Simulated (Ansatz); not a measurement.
## SnO₂ (Pnnm), a vibration from a frozen displacement

Computed with DFT PBE, scalar-relativistic, plane waves, PAW in Ansatz. The runs took a 420 eV cutoff, a Γ-centred 6×6×8 mesh and Gaussian smearing (0.05 eV). No spin polarisation. Energies are free energies at this smearing, counted from the undisturbed cell; pressure is positive in compression.

Zero of the scan (relaxed at this level):

```yaml
crystal:
  lattice:
    - [4.82652, 0.00000, 0.00000]
    - [0.00000, 4.82837, 0.00000]
    - [0.00000, 0.00000, 3.23817]
  atoms:
    - { symbol: Sn, position: [0.50000, 0.50000, 0.50000] }
    - { symbol: Sn, position: [0.00000, 0.00000, 0.00000] }
    - { symbol: O, position: [0.30650, 0.30666, 0.00000] }
    - { symbol: O, position: [0.80650, 0.19334, 0.50000] }
    - { symbol: O, position: [0.19350, 0.80666, 0.50000] }
    - { symbol: O, position: [0.69350, 0.69334, 0.00000] }
```

Atom 1 (Sn) is moved by x along the Cartesian unit vector (0.000, 1.000, 0.000); the cell and all other atoms stay fixed. The cell's volume is 75.46 Å³; the moved atoms weigh 118.710 u together and the others 182.706 u.

```csv
x (Å),ΔE (meV/cell),total force on the moved atoms along the move (eV/Å),pressure (GPa)
-0.1000,104.86,2.0937,0.5395
-0.0500,26.25,1.0494,0.1366
0.0000,0.00,0.0000,0.0018
0.0750,59.02,-1.5725,0.3047
```

Question: What frequency belongs to this motion?

Answer: The force constant is k = −dF/dx = 20.979 eV/Å², from the parabola through x = -0.0500, 0 and 0.0750. In every cell the moved atoms swing against the rest, so the mass is μ = m₁m₂/(m₁ + m₂) = 71.957 u, and ν̃ = 521.5 cm⁻¹ × √(|k|/μ) = 282 cm⁻¹. The pattern needn't be a normal mode: ν̃² is then a weighted mean of the squared nonzero frequencies at the zone centre of this cell, taken without macroscopic field, so it lies between the lowest and the highest of them.

Question: How far does the harmonic law reach?

Answer: At x = -0.100 Å, kx²/2 = 104.90 meV against the computed 104.86 meV (-0.0 %): the well is still close to harmonic there.

Cost: 4 runs of about 1.5 core-minutes in all, on Arm Neoverse V2 (shared hosts).

The restoring force is stiff because moving Sn off-centre shortens some of its polar-covalent Sn–O bonds against steep short-range repulsion. Sn(IV) has a filled d shell and no low-lying empty d states to reward the shift, unlike Ti(IV) in rutile TiO₂, whose polar mode is soft. Sn sits on an inversion centre, so the well is even in x and only odd, infrared-active modes enter the 282 cm⁻¹. The force per unit displacement falls very slightly with amplitude, pointing to a weak negative quartic term.

The pressure rises roughly as the square of the displacement, whichever its sign. This motion therefore pushes the cell to expand, and its force constant should stiffen under compression.

The relaxed cell is almost tetragonal, in effect the rutile structure known at ambient pressure, with the orthorhombic distortion nearly gone. The scan doesn't test that distortion's stability: the rutile-to-CaCl₂-type transition is tied to an even, Raman-active rotation of the oxygen octahedra, which this displacement cannot contain.
